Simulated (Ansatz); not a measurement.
Results of r²SCAN-D4 in Ansatz (PAW) for chalcopyrite CuInS₂.

Numerical settings: plane-wave cutoff 560 eV, 10×10×10 k mesh, Fermi–Dirac smearing 0.01 eV, no spin polarisation, scalar-relativistic PAW data made under PBE.

The volume scan:

```csv
V (Å³/atom),E − E_lowest (meV/atom),P (GPa)
20.128,8.60,3.42
20.547,2.06,1.61
20.966,0.00,0.00
21.386,1.93,-1.44
21.805,7.42,-2.72
```

Estimate the bulk modulus and its pressure derivative from these points.

V0 = 20.965 Å³/atom, B0 = 76.2 GPa, B′ = 4.8 (fit to the energies at full precision).

Shape and atoms are relaxed at each volume.

Spin–orbit coupling is not included.

Ansatz is a quantum-chemistry and plane-wave program.
